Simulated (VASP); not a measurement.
# CdSe (Cadmoselite) (P6_3mc) in VASP: notebook, part 2 of 2

VASP 6.6.1. The steps go on from the part before.

### 3 Single point, PBEsol+D3(BJ)

This run uses another cell than the first one, of 27.25 Å³/atom, 1.010 times its volume.

File INCAR:

```
ALGO     = Normal         # electronic algorithm
EDIFF    = 1E-6           # SCF threshold, eV
ENCUT    = 520            # plane-wave cutoff, eV
GGA      = PS             # functional
ISIF     = 2              # what is computed and relaxed
ISMEAR   = -1             # smearing method
IVDW     = 12             # dispersion correction
LASPH    = T              # aspherical terms in the spheres
LCHARG   = F              # write CHGCAR
LREAL    = F              # projectors in reciprocal space
LWAVE    = F              # write WAVECAR
NBANDS   = 26             # bands
NELM     = 100            # most SCF steps
PREC     = Accurate       # precision mode
SIGMA    = 0.05           # smearing width, eV
```

File KPOINTS:

```
k-points
0
Gamma
  7 7 4
```

File POSCAR:

```
CdSe
1.0
    4.2552399154      0.0000000000      0.0000000000
   -2.1276199577      3.6851458659      0.0000000000
    0.0000000000      0.0000000000      6.9506283670
Cd Se
2 2
Direct
    0.6666666667      0.3333333333      0.5048048627
    0.3333333333      0.6666666667      0.0048048627
    0.6666666667      0.3333333333      0.8801951373
    0.3333333333      0.6666666667      0.3801951373
```

Potentials or basis: VASP PAW PBE potentials, release 64 (Cd, Se).

Run with:

```console
> cat potpaw_PBE.64/Cd/POTCAR potpaw_PBE.64/Se/POTCAR > POTCAR
> mpirun -np 1 vasp_std > vasp.out
```

Run time: 55 s. Hardware: 1 thread of Intel Xeon Platinum 8488C (Sapphire Rapids), shared host; peak memory 0.26 GiB.

It converged, with:

```
Free energy                : -13.5384 eV
Pressure                   : 0.4 GPa
Band gap on the k mesh     : 0.60 eV, direct
Dispersion energy per atom : -0.304 eV
```

Levels at points of the mesh, in eV from the valence-band top:
```
           k point  band 15  band 16  band 17  band 18  band 19  band 20  band 21  band 22
(0.00, 0.00, 0.00)    -0.82    -0.06     0.00     0.00     0.60     2.13     5.78     5.78
(0.00, 0.00, 0.50)    -0.43    -0.43    -0.43    -0.43     2.33     2.33     5.79     5.79
```

Caveat: the PAW data sets were made with another functional, which shifts forces and pressure a little.

### 4 Relaxation of cell and atoms, PBEsol+D3(BJ)

This run uses another cell than the first one, of 28.10 Å³/atom, 1.042 times its volume.

File INCAR:

```
SYSTEM = CdSe
ALGO = Normal
EDIFF = 1E-7
EDIFFG = -0.01
ENCUT = 600
GGA = PS
IBRION = 2
ISIF = 3
ISMEAR = -1
IVDW = 12
LASPH = .TRUE.
LCHARG = .FALSE.
LREAL = .FALSE.
LWAVE = .FALSE.
NELM = 100
NSW = 60
PREC = Accurate
SIGMA = 0.05
```

File KPOINTS:

```
k-points
0
G
  7 7 4
  0 0 0
```

File POSCAR:

```
CdSe
1.0
    4.3000000000      0.0000000000      0.0000000000
   -2.1500000000      3.7239092363      0.0000000000
    0.0000000000      0.0000000000      7.0200000000
Cd Se
2 2
Direct
    0.6666666667      0.3333333333      0.5000000000
    0.3333333333      0.6666666667      0.0000000000
    0.6666666667      0.3333333333      0.8850000000
    0.3333333333      0.6666666667      0.3850000000
```

Run with:

```console
> cat potpaw_PBE.64/Cd/POTCAR potpaw_PBE.64/Se/POTCAR > POTCAR
> mpirun -np 1 vasp_std > vasp.out
```

Wall time 6 min (1 thread of Intel Xeon Platinum 8488C (Sapphire Rapids), shared host); peak memory 0.31 GiB.

The run converged. Its results:

```yaml
Free_energy: -13.5402 eV
Relaxed_volume: 27.41 Å³/atom
Relaxed_cell: a = 4.262 Å, b = 4.262 Å, c = 6.967 Å, α = 90.00°, β = 90.00°, γ = 120.00°
Space_group_after_relaxing_to_0.05_Å: P6_3mc (No. 186)
Energy_gained_by_relaxing: 7.7 meV/atom
Ionic_steps: 9
Pressure_after_relaxing: 0.0 GPa
Largest_force_after_relaxing: 0.003 eV/Å
Band_gap_on_the_k_mesh: 0.59 eV, direct
Dispersion_energy_per_atom: -0.302 eV
```

Forces in eV/Å, atoms in the order of the input:
```
Cd   0.000  0.000  0.003
Cd   0.000  0.000  0.003
Se   0.000  0.000 -0.003
Se   0.000  0.000 -0.003
```

Step by step:
```
step  energy change (eV)  largest force (eV/Å)  pressure (GPa)  volume (Å³)
   1              0.0000                0.2750           -1.23       112.41
   2             -0.0264                0.0654            0.38       108.92
   3             -0.0267                0.0883            0.22       109.21
   4             -0.0281                0.0354           -0.01       109.66
   5             -0.0282                0.0204           -0.07       109.79
   6             -0.0293                0.0191           -0.09       109.82
   7             -0.0307                0.0140           -0.15       109.93
   8             -0.0307                0.0092            0.18       109.30
   9             -0.0309                0.0033            0.01       109.63
```

Final structure:
```
Cd Se
1.0
     4.26240    0.00000    0.00000
    -2.13120    3.69135    0.00000
     0.00000    0.00000    6.96748
Cd Se
2 2
Direct
  0.66667 0.33333 0.50485
  0.33333 0.66667 0.00485
  0.66667 0.33333 0.88015
  0.33333 0.66667 0.38015
```

Levels at points of the mesh, in eV from the valence-band top:
```tsv
k point	band 14	band 15	band 16	band 17	band 18	band 19	band 20	band 21	band 22
(0.00, 0.00, 0.00)	-0.81	-0.81	-0.06	0.00	0.00	0.59	2.13	5.78	5.78
(0.00, 0.00, 0.50)	-2.79	-0.43	-0.43	-0.43	-0.43	2.32	2.32	5.78	5.78
```

Caveat: the PAW data sets were made with another functional, which shifts forces and pressure a little. A hybrid or GW would open this gap; PBEsol tends to underestimate it.

### 5 The runs side by side

```csv
task,level,cell,cutoff (eV),gap on the mesh (eV),pressure (GPa)
single point,RPBE+D4,"P6_3mc, 26.98 Å³/atom",520,0.96,3.7
single point,PBEsol+D3(BJ),"P6_3mc, 27.25 Å³/atom",520,0.60,0.4
relaxation of cell and atoms,PBEsol+D3(BJ),relaxed,600,0.59,0.0
```

Alike in all rows: potentials or basis VASP PAW PBE potentials, release 64 (Cd, Se); no spin polarisation; k mesh 7 × 7 × 4; smearing fermi-dirac 0.05 eV.

Caveats: the PAW data sets were made with another functional, which shifts forces and pressure a little.

Total energies depend on the potentials used, so only differences within one code and one set of settings carry meaning.

### 6 How close it comes

Step 2. Measured gap of CdSe: 1.841 eV (2 K; a printed reference work, data compilation). This calculation gives 0.96 eV (-0.88 eV). Spin-orbit coupling on Cd, Se is left out. The value is that of RPBE+D4, without temperature or zero-point motion. Semilocal functionals fall short of measured gaps as a rule.

Step 3. A measured gap of CdSe is 1.841 eV (2 K; a printed reference work, data compilation); the calculated 0.60 eV misses it by -1.24 eV. So large a miss can be the level of theory's own, or it may mean another phase, state or a wrong row. Spin-orbit coupling on Cd, Se is left out. The value is that of PBEsol+D3(BJ), without temperature or zero-point motion. Semilocal functionals fall short of measured gaps as a rule.
